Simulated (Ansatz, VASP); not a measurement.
# One calculation of Al, two programs

```xyz
1
Lattice="0.0000 2.0195 2.0195 2.0195 0.0000 2.0195 2.0195 2.0195 0.0000" Properties=species:S:1:pos:R:3 pbc="T T T"
Al    0.0000    0.0000    0.0000
```

Alike in both runs: task relaxation of cell and atoms; functional PBEsol; k mesh 18 × 18 × 18; occupations gaussian, width 0.1 eV; no spin polarisation.

|  | VASP | Ansatz |
| --- | --- | --- |
| version | VASP 6.6.1 | Ansatz 0.2.0 |
| potentials or method | VASP PAW PBE potentials, release 64 (Al) | scalar-relativistic, plane waves, PAW |
| plane-wave cutoff (eV) | 600 | 420 |
| valence electrons in the cell | 3 | 3 |

VASP gave:

* gap on the k mesh at the Fermi level, each at its own relaxed structure (eV): none
* relaxed volume (Å³/atom): 16.19
* relaxed cell length with the largest relative difference (Å): 2.840
* energy change over the relaxation (meV/atom): -1

**Question.** What did Ansatz give for the same quantities?

**Answer.** gap on the k mesh at the Fermi level, each at its own relaxed structure (eV): none; relaxed volume (Å³/atom): 16.19; relaxed cell length with the largest relative difference (Å): 2.839; energy change over the relaxation (meV/atom): -1.

A gap of «none» marks a metal or a gap that the smearing closes.

Caveats: the PAW data sets were made with another functional, which shifts forces and pressure a little (VASP).
